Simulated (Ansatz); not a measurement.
According to the program Ansatz at the r²SCAN level (PAW), ZrO₂ in the monoclinic phase (P2_1/c; Zr on 4e, O on 4e, O on 4e) relaxes to a = 5.154 Å, b = 5.226 Å, c = 5.332 Å, β = 99.4°. Against the elements it lies at -3.72 eV/atom, with no fitted shifts.

The Kohn–Sham gap is 4.16 eV (indirect). HSE06 on the same cell gives 5.21 eV. Gap from r²SCAN with spin–orbit coupling: 4.16 eV. The hole mass is 1.7, 2.3, 12 mₑ (principal values).

Bader charges are Zr +2.69, O -1.37 to -1.32 e.

Symmetry was held in the r²SCAN relaxation. No spin polarisation was allowed. The references are the lowest solids computed at this level, not always the standard phases (solids in place of the gases). Spin–orbit coupling is left out wherever it is not named.

Potentials: the later of the program's two PAW sets.
